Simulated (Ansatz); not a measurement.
WC:

```
W C
1.0
     0.00000    2.19268    2.19268
     2.19268    0.00000    2.19268
     2.19268    2.19268    0.00000
W C
1 1
Direct
  0.00000 0.00000 0.00000
  0.50000 0.50000 0.50000
```

Measurements of this composition are mostly on another form, of space group No. 187.

Base run:

```yaml
Program: Ansatz 0.2.0
Functional: PBEsol
Potentials_or_basis: all-electron LAPW, inner shells corrected to Dirac's equation
Cutoff: 336 eV
Density_cutoff: 1345 eV
Basis_error_allowed: 0.001 eV/atom
k_mesh: 10 × 10 × 10
Occupations: fermi-dirac, width 0.05 eV
Spin: no spin polarisation
```

Its results: pressure -10.1 GPa.

**Question.** The run is repeated on the same cell with these changes: potentials or basis from all-electron LAPW, inner shells corrected to Dirac's equation to all-electron LAPW, non-relativistic. What comes out?

**Answer.** Pressure 8.4 GPa.

Caveats: relativity is left out, which matters for the heavier elements (some runs).

Not every run made on this cell is shown here.
